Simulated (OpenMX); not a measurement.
Something may be wrong with this OpenMX 3.8.5 calculation of Pd.

The input Pd.dat:

```
System.CurrrentDirectory             ./
System.Name                          Pd
DATA.PATH                            ./DFT_DATA13
level.of.stdout                      1
level.of.fileout                     1
Species.Number                       1
<Definition.of.Atomic.Species
  Pd  Pd7.0-s3p2d2f1         Pd_PBE13
Definition.of.Atomic.Species>

Atoms.Number                         1
Atoms.SpeciesAndCoordinates.Unit     AU
<Atoms.SpeciesAndCoordinates
    1  Pd    0.0000000000    0.0000000000    0.0000000000   8.000  8.000     0.00    0.00    0.00    0.00  0  off
Atoms.SpeciesAndCoordinates>

Atoms.UnitVectors.Unit               AU
<Atoms.UnitVectors
     0.0000000000    3.9623844695    3.9623844695
     3.9623844695    0.0000000000    3.9623844695
     3.9623844695    3.9623844695    0.0000000000
Atoms.UnitVectors>

scf.XcType                           GGA-PBE
scf.SpinPolarization                 nc
scf.SpinOrbit.Coupling               on
scf.ElectronicTemperature            580.226
scf.energycutoff                     400.0
scf.maxIter                          100
scf.EigenvalueSolver                 band
scf.Kgrid                            1 1 1
scf.Mixing.Type                      rmm-diisk
scf.Init.Mixing.Weight               0.05
scf.Min.Mixing.Weight                0.001
scf.Max.Mixing.Weight                0.3
scf.Mixing.History                   25
scf.Mixing.StartPulay                8
scf.criterion                        1.0e-7
MD.Type                              nomd
```

Potentials or basis: OpenMX 2013 PBE set, Pd7.0-s3p2d2f1, grid cutoff 400 Ry.

Launch:

```console
$ openmx Pd.dat -nt 1 > Pd.std
```

Pd.out:

```text
Required cutoff energy (Ryd) for 3D-grids = 400.0000
      Used cutoff energy (Ryd) for 3D-grids = 424.3169, 424.3169, 424.3169
  Num. of grids of a-, b-, and c-axes = 30, 30, 30

  Num.Grid1.    30
  Num.Grid2.    30
  Num.Grid3.    30

  Cell_Volume =    124.422760900690 (Bohr^3)
  GridVol     =      0.004608250404 (Bohr^3)
  Cell vectors (bohr) of the grid cell (gtv)
    gtv_a =  0.000000000000,  0.132079482317,  0.132079482317
    gtv_b =  0.132079482317,  0.000000000000,  0.132079482317
    gtv_c =  0.132079482317,  0.132079482317,  0.000000000000
    |gtv_a| =  0.186788595203
    |gtv_b| =  0.186788595203
    |gtv_c| =  0.186788595203

***********************************************************

***********************************************************
                  SCF history at MD= 1
[... 156 lines left out ...]
  dxz         0    0.000020159           81.6907   89.7378
  dyz         0    0.000013995           77.9877  -14.2100
   sum over m      0.000043731           97.6738   51.2450
  d3z^2-r^2   1    0.000000802           90.0000  225.7556
  dx^2-y^2    1    0.000000258           37.6156  -47.3113
  dxy         1    0.000000060           71.9310   90.7536
  dxz         1    0.000000081          126.9183  267.9869
  dyz         1    0.000000085          124.5314  128.2645
   sum over m      0.000000824           81.1981  232.1944
  f5z^2-3r^2  0    0.000000000           90.0000  240.0282
  f5xz^2-xr^2 0    0.000000000          130.8543  -89.9211
  f5yz^2-yr^2 0    0.000000000          136.2974  178.7296
  fzx^2-zy^2  0    0.000000000           89.8493   83.4213
  fxyz        0    0.000000000           36.5136  -82.5806
  fx^3-3*xy^2 0    0.000000000           62.6498   90.1170
  f3yx^2-y^3  0    0.000000000           13.2140  -18.1351
   sum over m      0.000000000          123.1320  211.1594

***********************************************************
       xyz-coordinates (Ang) and forces (Hartree/Bohr)
***********************************************************

<coordinates.forces
  1
    1    Pd     0.00000   0.00000   0.00000  -0.000000000228  0.000000000006  0.000000000124
coordinates.forces>

***********************************************************
       Fractional coordinates of the final structure
***********************************************************

     1     Pd     0.00000000000000   0.00000000000000   0.00000000000000
```

Question: How did it end, and where is the flaw?

Answer: The run converged. The input holds a flaw that was put in on purpose: Gamma point alone in a small cell (scf.Kgrid = 1 1 1). The program doesn't stop on it, so the numbers can't be trusted though the run ends normally.
